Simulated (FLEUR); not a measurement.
# Fe (Fmmm) in FLEUR: further runs, part 2 of 2

FLEUR MaX-R8.1 (later development tree).

## Step 3: Equation of state, LDA, collinear spin, ferromagnetic start, 10.75 Å³/atom (volume scaled by 0.94)

Contents of inp.xml:

```xml
<?xml version="1.0" encoding="UTF-8" standalone="no"?>
<fleurInput fleurInputVersion="0.39">
   <comment>
      Fe                                                                                                  
   </comment>
   <calculationSetup>
      <cutoffs Kmax="4.67" Gmax="14.5" GmaxXC="14.5" numbands="0"/>
      <scfLoop itmax="60" minDistance="0.00001" maxIterBroyd="15" imix="Anderson" alpha="0.05" precondParam="0.0" spinf="2.0" sdNocoIR="T"/>
      <coreElectrons ctail="T" frcor="F" kcrel="0" coretail_lmax="0"/>
      <xcFunctional name="vwn" relativisticCorrections="F"/>
      <magnetism jspins="2"/>
      <soc l_soc="F" theta="0.0" phi="0.0" spav="F"/>
      <expertModes spex="0" secvar="F"/>
      <geometryOptimization l_f="F" forcealpha="1.0" forcemix="BFGS" epsdisp="0.00001" epsforce="0.00001"/>
      <ldaU l_linMix="F" mixParam="0.05" spinf="1.0"/>
   </calculationSetup>
   <cell>
      <bzIntegration valenceElectrons="16.0" mode="hist" fermiSmearingEnergy="0.00183747">
         <kPointListSelection listName="default-1"/>
         <!-- k-points included here -->
         <xi:include xmlns:xi="http://www.w3.org/2001/XInclude" href="kpts.xml"> </xi:include>
      </bzIntegration>
      <!-- symmetry operations included here -->
      <xi:include xmlns:xi="http://www.w3.org/2001/XInclude" href="sym.xml"> </xi:include>
      <bulkLattice scale="0.9795861087">
         <bravaisMatrix>
            <row-1>    0.0000000000000000     3.6693562204995409     3.7135105627846330</row-1>
            <row-2>    2.8316406659360749     0.0000000000000000     3.7135105627846330</row-2>
            <row-3>    2.8316406659360749     3.6693562204995409     0.0000000000000000</row-3>
         </bravaisMatrix>
      </bulkLattice>
   </cell>
   <atomSpecies>
      <species name="Iron (Fe) 3.000" element="Fe" atomicNumber="26">
         <mtSphere radius="2.1" gridPoints="711" logIncrement="0.017"/>
         <atomicCutoffs lmax="9" lnonsphr="9"/>
         <electronConfig flipSpins="F">
            <coreConfig>(1s1/2) (2s1/2) (2p1/2) (2p3/2)</coreConfig>
            <valenceConfig>(3s1/2) (3p1/2) (3p3/2) (4s1/2) (3d3/2) (3d5/2)</valenceConfig>
            <stateOccupation state="(3d3/2)" spinUp="1.5" spinDown="0.9"/>
            <stateOccupation state="(3d5/2)" spinUp="3.0" spinDown="0.6"/>
         </electronConfig>
         <energyParameters s="4" p="4" d="3" f="4"/>
         <lo type="SCLO" l="0" n="3" eDeriv="0"/>
         <lo type="SCLO" l="1" n="3" eDeriv="0"/>
         <lo type="SCLO" l="1" n="3" eDeriv="1"/>
         <lo type="SCLO" l="2" n="3" eDeriv="2"/>
         <lo type="SCLO" l="3" n="4" eDeriv="2"/>
      </species>
   </atomSpecies>
   <atomGroups>
      <atomGroup species="Iron (Fe) 3.000">
         <relPos label="                   1">.0000000000 .0000000000 .0000000000</relPos>
         <force calculate="T" relaxXYZ="TTT"/>
      </atomGroup>
   </atomGroups>
   <output dos="F" band="F" slice="F">
      <checks vchk="F" cdinf="F"/>
      <bandDOS minEnergy="-.5*Htr" maxEnergy="0.5*Htr" sigma="0.015" storeEVData="T"/>
      <vacuumDOS vacdos="F" integ="F" star="F" nstars="0" locx1="0.0" locy1="0.0" locx2="0.0" locy2="0.0" nstm="0" tworkf="0.0"/>
      <unfoldingBand unfoldBand="F" supercellX="1" supercellY="1" supercellZ="1"/>
      <plotting iplot="0" polar="F">
         <plot TwoD="T" vec1="  1.0  0.0  0.0" vec2="  0.0  1.0  0.0" vec3="  0.0  0.0  1.0" zero="  0.0  0.0  0.0" file="plot"/>
      </plotting>
      <chargeDensitySlicing numkpt="0" minEigenval="0.0" maxEigenval="0.0" nnne="0" pallst="F"/>
      <specialOutput eonly="F"/>
      <moessbauerParams electricFieldGradient="T" isomerShift="T" coreHyperfine="T" valenceHyperfine="T"/>
      <magneticCircularDichroism mcd="F" energyLo="-10.0" energyUp="0.0"/>
   </output>
  <!-- We include the file relax.xml here to enable relaxations (see documentation) -->
  <xi:include xmlns:xi="http://www.w3.org/2001/XInclude" href="relax.xml"> <xi:fallback/> </xi:include>
</fleurInput>
```

Potentials or basis: all-electron, FLAPW.

On the command line:

```
$ inpgen -f crystal.txt -profile fastHighL
$ # inp.xml edited to the form shown
$ fleur_MPI
```

Log:

```text
Welcome to FLEUR        (www.flapw.de)
      MaX-Release 8.1          (www.max-centre.eu)

 ========== k-point set info ==========
 Selected k-point list: default-1
 k-point list type: mesh
 13 x 13 x 13
 Number of k points: 343

 ------------Calculation Setup---------------------------
 Number of MPI-tasks      :            1
 Number of PE/node        :            1
 Number of OMP-threads    :            1
 Most efficient MPI parallelization for:
           1           7          49         343
 Additional eigenvalue parallelization possible
 Number of basis functions:          172
 Approximate size of matrices (H+S) per k-point:         0.000 GB
 --------------------------------------------------------
 Iteration:     1   Distance:      20.61862427 me/bohr^3
 Iteration:     2   Distance:      19.23839237 me/bohr^3
 Iteration:     3   Distance:      10.93183976 me/bohr^3
 Iteration:     4   Distance:       6.03464528 me/bohr^3
 Iteration:     5   Distance:       4.25862079 me/bohr^3
 Iteration:     6   Distance:       4.09821418 me/bohr^3
 Iteration:     7   Distance:       1.06947653 me/bohr^3
 Iteration:     8   Distance:       1.10547247 me/bohr^3
 Iteration:     9   Distance:       0.56913657 me/bohr^3
 Iteration:    10   Distance:       0.54976801 me/bohr^3
 Iteration:    11   Distance:       0.04180729 me/bohr^3
 Iteration:    12   Distance:       0.02523185 me/bohr^3
 Iteration:    13   Distance:       0.00307789 me/bohr^3
 Iteration:    14   Distance:       0.00479328 me/bohr^3
 Iteration:    15   Distance:       0.00117971 me/bohr^3
 Iteration:    16   Distance:       0.00097070 me/bohr^3
 Iteration:    17   Distance:       0.00074089 me/bohr^3
 Iteration:    18   Distance:       0.00027130 me/bohr^3
 Iteration:    19   Distance:       0.00007328 me/bohr^3
 Iteration:    20   Distance:       0.00004626 me/bohr^3
 Iteration:    21   Distance:       0.00004822 me/bohr^3
 Iteration:    22   Distance:       0.00000390 me/bohr^3

 ********************************************************************
 Run finished successfully
 Stop message:
   all done
 ********************************************************************
```

It took 2.3 min on 1 thread of Arm Neoverse V1, shared host; peak memory 0.08 GiB.

What came out:

```
Free energy                                           : -34574.6426 eV
Band gap on the k mesh                                : none (metal or under the smearing width)
Net moment                                            : 2.03 μB per cell
Site moments                                          : Fe +2.04 μB
Valence electrons inside the program's atomic spheres : Fe 14.46 (radii Fe 2.1 bohr)
```

## Step 4: Equation of state, LDA, collinear spin, ferromagnetic start, 10.98 Å³/atom (volume scaled by 0.96)

inp.xml, as its differences from that of step 3:

```diff
@@ -24,3 +24,3 @@
       <xi:include xmlns:xi="http://www.w3.org/2001/XInclude" href="sym.xml"> </xi:include>
-      <bulkLattice scale="0.9795861087">
+      <bulkLattice scale="0.9864848297">
          <bravaisMatrix>
```

On the command line:

```
$ inpgen -f crystal.txt -profile fastHighL
$ # inp.xml edited to the form shown
$ fleur_MPI
```

It took 2.3 min on 1 thread of Arm Neoverse V1, shared host; peak memory 0.09 GiB.

Results (log left out):

```
Free energy                                           : -34574.6284 eV
Band gap on the k mesh                                : none (metal or under the smearing width)
Net moment                                            : 2.07 μB per cell
Site moments                                          : Fe +2.08 μB
Valence electrons inside the program's atomic spheres : Fe 14.43 (radii Fe 2.1 bohr)
```

## Step 5: Equation of state, LDA, collinear spin, ferromagnetic start, 11.44 Å³/atom

inp.xml, as its differences from that of step 4:

```diff
@@ -24,3 +24,3 @@
       <xi:include xmlns:xi="http://www.w3.org/2001/XInclude" href="sym.xml"> </xi:include>
-      <bulkLattice scale="0.9864848297">
+      <bulkLattice scale="1.0000000000">
          <bravaisMatrix>
```

On the command line:

```
$ inpgen -f crystal.txt -profile fastHighL
$ # inp.xml edited to the form shown
$ fleur_MPI
```

Wall time 2.4 min (1 thread of Arm Neoverse V1, shared host); peak memory 0.1 GiB.

Results (log left out):

```yaml
Free_energy: -34574.5836 eV
Band_gap_on_the_k_mesh: none (metal or under the smearing width)
Net_moment: 2.14 μB per cell
Site_moments: Fe +2.16 μB
Valence_electrons_inside_the_program's_atomic_spheres: Fe 14.38 (radii Fe 2.1 bohr)
```

## Step 6: Equation of state, LDA, collinear spin, ferromagnetic start, 11.89 Å³/atom (volume scaled by 1.04)

inp.xml, as its differences from that of step 5:

```diff
@@ -24,3 +24,3 @@
       <xi:include xmlns:xi="http://www.w3.org/2001/XInclude" href="sym.xml"> </xi:include>
-      <bulkLattice scale="1.0000000000">
+      <bulkLattice scale="1.0131594038">
          <bravaisMatrix>
```

Potentials or basis: all-electron, FLAPW.

On the command line:

```
$ inpgen -f crystal.txt -profile fastHighL
$ # inp.xml edited to the form shown
$ fleur_MPI
```

Wall time 2.5 min (1 thread of Arm Neoverse V1, shared host); peak memory 0.1 GiB.

It converged, with:

- Free energy: -34574.5223 eV
- Band gap on the k mesh: none (metal or under the smearing width)
- Net moment: 2.24 μB per cell
- Site moments: Fe +2.25 μB
- Valence electrons inside the program's atomic spheres: Fe 14.34 (radii Fe 2.1 bohr)

## Step 7: Equation of state, LDA, collinear spin, ferromagnetic start, 12.12 Å³/atom (volume scaled by 1.06)

inp.xml, as its differences from that of step 6:

```diff
@@ -24,3 +24,3 @@
       <xi:include xmlns:xi="http://www.w3.org/2001/XInclude" href="sym.xml"> </xi:include>
-      <bulkLattice scale="1.0131594038">
+      <bulkLattice scale="1.0196128224">
          <bravaisMatrix>
```

On the command line:

```
$ inpgen -f crystal.txt -profile fastHighL
$ # inp.xml edited to the form shown
$ fleur_MPI
```

Run time: 2.6 min. Hardware: 1 thread of Arm Neoverse V1, shared host; peak memory 0.1 GiB.

The run converged. Its results:

```yaml
Free_energy: -34574.4869 eV
Band_gap_on_the_k_mesh: none (metal or under the smearing width)
Net_moment: 2.28 μB per cell
Site_moments: Fe +2.30 μB
Valence_electrons_inside_the_program's_atomic_spheres: Fe 14.32 (radii Fe 2.1 bohr)
```

## Step 8: Equation of state, LDA, collinear spin, program default start

This step only gathers the single runs of the series.

What came out:

```
Equilibrium volume                        : 10.41 Å³/atom (rough: see the caveat)
Bulk modulus at fixed shape and positions : 267 GPa (rough)
```

Energy against volume, from the lowest point:
| volume (Å³/atom) | energy (meV/atom) |
| --- | --- |
| 10.749 | 0.00 |
| 10.978 | 14.21 |
| 11.435 | 58.95 |
| 11.893 | 120.30 |
| 12.121 | 155.68 |

Caveat: the minimum lies outside the volumes run; the cell was scaled at fixed shape and fractional positions, which overstates the stiffness of a crystal with free parameters, most of all of layers and chains.
